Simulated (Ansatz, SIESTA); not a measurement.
## P: 3 runs at one level of theory

The starting cell:

```xyz
4
Lattice="1.6477 -5.4650 0.0000 1.6477 5.4650 0.0000 0.0000 0.0000 4.5436" Properties=species:S:1:pos:R:3 pbc="T T T"
P     1.6477   -4.4173    2.6754
P     1.6477    4.4173    1.8683
P     1.6477   -1.0477    0.4035
P     1.6477    1.0477    4.1401
```

Alike in all runs: task relaxation of cell and atoms; functional PBE; k mesh 8 × 8 × 6; occupations fermi-dirac, width 0.05 eV; no spin polarisation; no spin-orbit coupling.

| program and potentials | plane-wave cutoff (eV) | notes | equilibrium volume (Å³/atom) |
| --- | --- | --- | --- |
| Ansatz, Ansatz PAW | 420 | - | 21.25 |
| SIESTA, files PseudoDojo sr-pbe-0.4.1-standard, DZP (energy shift 0.002 Ry) | - | atomic basis | 20.85 |
| SIESTA, files PseudoDojo sr-pbe-0.4.1-standard, TZP (energy shift 0.002 Ry) | - | atomic basis | 21.07 |

The equilibrium volume spans 20.85 (SIESTA, files PseudoDojo sr-pbe-0.4.1-standard, DZP (energy shift 0.002 Ry)) to 21.25 Å³/atom (Ansatz, Ansatz PAW). Relaxations stop with a little pressure left, so the last digit of a volume isn't settled. Rows in atomic bases carry the error of their basis and grid, which can be large.

The functional is the same throughout but for its coding, so the spread measures potentials, basis and numerics; runs on potential files found faulty are left out.
